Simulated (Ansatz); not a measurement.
Wanted: the native input for an Ansatz 0.2.0 run.

| Property | Result |
| --- | --- |
| Task | relaxation of cell and atoms |
| Functional | PBEsol |
| Potentials or basis | all-electron LAPW, scalar-relativistic |
| Basis error allowed | 0.002 eV/atom |
| k mesh | 8 × 8 × 5 |
| Occupations | fermi-dirac, width 0.05 eV |
| Spin | no spin polarisation |
| Target pressure | 5 GPa |

Te2Pt (Moncheite):

```
Pt Te
1.0
     4.01000    0.00000    0.00000
    -2.00500    3.47276    0.00000
     0.00000    0.00000    5.20100
Pt Te
1 2
Direct
  0.00000 0.00000 0.00000
  0.66667 0.33333 0.75000
  0.33333 0.66667 0.25000
```

The input as run:

input.yaml

```yaml
crystal:
  lattice:
    - [4.01, 0.0, 0.0]
    - [-2.005, 3.4727618692, 0.0]
    - [0.0, 0.0, 5.201]
  atoms:
    - { symbol: Pt, position: [0.0, 0.0, 0.0] }
    - { symbol: Te, position: [0.6666666667, 0.3333333333, 0.75] }
    - { symbol: Te, position: [0.3333333333, 0.6666666667, 0.25] }
kpoints:
  mp_grid: { grid: [8, 8, 5] }
scf:
  occupations: { method: fermi_dirac, width: 0.05 }
hamiltonian:
  xc: pbesol
  pseudopotentials: { kind: all_electron, lapw: { basis_error: 0.002 } }
output:
  forces: true
  stress: true
relax:
  f_tol: 0.02
  max_steps: 60
  cell: { p_target: 5 }
```

Potentials or basis: all-electron LAPW, scalar-relativistic.

Launch:

```bash
$ ansatz run input.yaml --threads 2 --pin off --max-ram 8192MiB --backend cpu --events-out ev --progress --plain --runs-dir out
```

It gave:

- Relaxed volume: 22.78 Å³/atom
- Relaxed cell: a = 3.997 Å, b = 3.997 Å, c = 4.941 Å, α = 90.00°, β = 90.00°, γ = 120.00°
- Space group after relaxing (to 0.05 Å): P-3m1 (No. 164)
- Energy change on relaxing (the enthalpy is what falls): +4.3 meV/atom
- Ionic steps: 7
- Pressure after relaxing: 5.0 GPa

It took 44 s on 2 threads of Intel(R) Xeon(R) 6975P-C (Granite Rapids) (shared host), peak memory 0.59 GiB.
